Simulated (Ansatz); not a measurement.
System: tetradymite Sb₂Te₃. Method: r²SCAN+rVV10 in Ansatz (PAW).

Numerical settings: plane-wave cutoff 560 eV, 10×10×10 k mesh, Fermi–Dirac smearing 0.01 eV, scalar-relativistic PAW data made under PBE.

Cell (relaxed at this level):

```
CELL_PARAMETERS angstrom
     10.38141    -2.14304     0.01105
     10.38141     2.14304     0.01105
      9.93510     0.00000     3.69598
ATOMIC_POSITIONS crystal
  Sb 0.39725 0.39725 0.39725
  Sb 0.60275 0.60275 0.60275
  Te 0.00000 0.00000 0.00000
  Te 0.21453 0.21453 0.21453
  Te 0.78547 0.78547 0.78547
```

What does this level give for the bulk modulus B0, band gap and pressure derivative B′ of the bulk modulus?


- bulk modulus B0 = 29.1 GPa
- band gap = 0.27 eV
- pressure derivative B′ of the bulk modulus = 11.2

Measured, for comparison: band gap 0.3 eV (temperature not stated, no zero-point or thermal correction, compiled measured gap; kind and temperature not stated, our sources range from 0.17 to 0.30; as tabulated in Kothakonda et al. (2022), arXiv:2208.02841); bulk modulus 36.1 ± 0.9 GPa (temperature not stated, no zero-point or thermal correction; as tabulated in Sans et al. (2019), arXiv:1907.08317). Computed (rounded) less measured: bulk modulus -19 %.

Note: the bulk modulus comes from volumes at which shape and atoms were relaxed.

Spin–orbit coupling is not included; it can close the smallest gap of 0.27 eV.

The computed numbers hold no vibrational or temperature effects.

Ansatz is a program for electronic structure.
